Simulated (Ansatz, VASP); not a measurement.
# P: VASP beside Ansatz

File INCAR:

```
SYSTEM = P
  ALGO = Fast
  EDIFF = 1E-7
  ENCUT = 520
  GGA = RP
  ISIF = 2
  ISMEAR = -1
  LASPH = .True.
  LCHARG = .True.
  LELF = .True.
  LREAL = .False.
  LVHAR = .True.
  LWAVE = .False.
  NBANDS = 12
  NELM = 100
  PREC = Accurate
  SIGMA = 0.1
```

Contents of KPOINTS:

```
k-points
0
Gamma
  12 12 11
  0 0 0
```

POSCAR

```
P
1.0
    3.3504869122      0.0000000000      0.0000000000
   -1.6752434561      2.9016067810      0.0000000000
    0.0000000000      0.0000000000      3.2856417552
P
2
Direct
    0.3333333333      0.6666666667      0.2500000000
    0.6666666667      0.3333333333      0.7500000000
```

Input for Ansatz:

```yaml
crystal:
  lattice:
    - [3.3504869122, 0.0, 0.0]
    - [-1.6752434561, 2.901606781, 0.0]
    - [0.0, 0.0, 3.2856417552]
  atoms:
    - { symbol: P, position: [0.3333333333, 0.6666666667, 0.25] }
    - { symbol: P, position: [0.6666666667, 0.3333333333, 0.75] }
hamiltonian:
  xc: rpbe
  pseudopotentials:
    kind: paw
    azcp:
      P: "pseudopotentials/P.paw.azcp"
basis:
  ecutwfc: 420
  fft_grid_basis: typed
kpoints:
  mp_grid: { grid: [12, 12, 11], shift: [0, 0, 0] }
magnetization:
  spin_polarized: false
scf:
  occupations: { method: fermi_dirac, width: 0.1 }
  lower_state_search: "off"
output:
  stress: true
```

Alike in both runs: task single point; functional RPBE; k mesh 12 × 12 × 11; occupations fermi-dirac, width 0.1 eV; no spin polarisation.

```csv
,VASP,Ansatz
version,VASP 6.6.1,Ansatz 0.2.0
potentials or method,"VASP PAW PBE potentials, release 64 (P)","plane waves (420 eV) with PAW, scalar-relativistic"
plane-wave cutoff (eV),520,420
valence electrons in the cell,10,10
```

Ansatz gave:

- pressure (GPa): -2.9
- largest component of the traceless stress (GPa): 1.16

Q: Estimate VASP's values.

A: Pressure (GPa): -3.4; largest component of the traceless stress (GPa): 1.25.

Caveats: the PAW data sets were made with another functional, which shifts forces and pressure a little (VASP).
